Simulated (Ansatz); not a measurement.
## What moves the gap on the k mesh of Si?

```xyz
2
Lattice="0.0000 2.7155 2.7155 2.7155 0.0000 2.7155 2.7155 2.7155 0.0000" Properties=species:S:1:pos:R:3 pbc="T T T"
Si    2.7155    2.7155    2.7155
Si    4.0732    4.0732    4.0732
```

Atoms are numbered in the order listed.

The cell is a measured one (Crystallography Open Database entry 9011998); the temperature and pressure of the measurement aren't taken into account, and nothing was relaxed.

Level of theory: DFT, PBE, all-electron LAPW, scalar-relativistic (Ansatz 0.2.0).

Numerical set-up: a Γ-centred 12×12×12 k mesh, Fermi–Dirac smearing of 0.08 eV, basis error target 0.25 meV/atom, no spin polarisation.

Semilocal functionals give too small gaps.

In this reference run the gap on the k mesh is 0.57 eV. Each change below is made alone, on the same k mesh, with fractional coordinates held unless an atom is moved; x, y and z are the Cartesian axes.

One change shifts the gap on the k mesh by +0.08 eV. Which?
A. equal xy, yz and zx engineering shear strains of +2 %
B. volume scaled by 0.95
C. atom 2 (Si) moved by (0.0289, 0.0289, 0.0289) Å
D. volume scaled by 1.05
E. volume scaled by 1.025

D. The others give: volume scaled by 1.025, +0.04 eV; atom 2 (Si) moved by (0.0289, 0.0289, 0.0289) Å, -0.29 eV; volume scaled by 0.95, -0.10 eV; equal xy, yz and zx engineering shear strains of +2 %, -0.04 eV.
